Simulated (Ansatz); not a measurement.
Random displacements in AlN

Level of theory: Ansatz, DFT PBE, scalar-relativistic, plane waves, PAW. The runs took a 250 eV cutoff, a Γ-centred 6×6×6 mesh and Gaussian smearing (0.05 eV). The cutoff lies under the one recommended for these potentials. No spin polarisation. Energies are free energies at this smearing, counted from the undisturbed cell; pressure is positive in compression.

Reference structure (as given, not relaxed at this level; this zinc-blende form isn't the usual structure):

```yaml
crystal:
  lattice:
    - [4.36799, 0.00000, 0.00000]
    - [0.00000, -4.36799, 0.00000]
    - [0.00000, 0.00000, -4.36799]
  atoms:
    - { symbol: Al, position: [0.00000, 0.50000, 0.50000] }
    - { symbol: Al, position: [0.50000, 0.00000, 0.50000] }
    - { symbol: Al, position: [0.50000, 0.50000, 0.00000] }
    - { symbol: Al, position: [0.00000, 0.00000, 0.00000] }
    - { symbol: N, position: [0.75000, 0.75000, 0.75000] }
    - { symbol: N, position: [0.25000, 0.25000, 0.75000] }
    - { symbol: N, position: [0.25000, 0.75000, 0.25000] }
    - { symbol: N, position: [0.75000, 0.25000, 0.25000] }
```

The atoms are displaced (Å, in the unstrained cell):

```tsv
atom	ux	uy	uz
Al1	-0.057	-0.024	0.174
Al2	0.234	-0.088	-0.062
Al3	-0.223	-0.038	0.234
Al4	0.215	0.154	0.026
N5	-0.105	0.347	-0.106
N6	0.000	-0.216	-0.108
N7	-0.128	0.040	-0.164
N8	0.063	-0.175	0.006
```

Strain (Voigt, engineering shear): (-0.0150, 0.0027, 0.0030, -0.0168, 0.0226, 0.0096).

Question: What are the energy change, the stress and the forces?

Answer: ΔE = 1044.0 meV/atom; stress (xx, yy, zz, yz, xz, xy; compression positive) (43.89, 34.37, 27.82, 12.11, -12.40, -37.72) GPa; gap on the mesh 1.82 eV.
```tsv
atom	Fx (eV/Å)	Fy	Fz
Al1	0.63	0.44	-7.11
Al2	-1.95	0.61	0.22
Al3	7.33	-6.80	-15.29
Al4	-3.59	-2.98	0.37
N5	6.65	-8.33	4.67
N6	-10.50	14.50	10.24
N7	5.82	-3.94	2.75
N8	-4.39	6.51	4.15
```

Cost: 1 run of about 0.23 core-minutes, on AMD EPYC 7R43 (Zen 3) (shared hosts).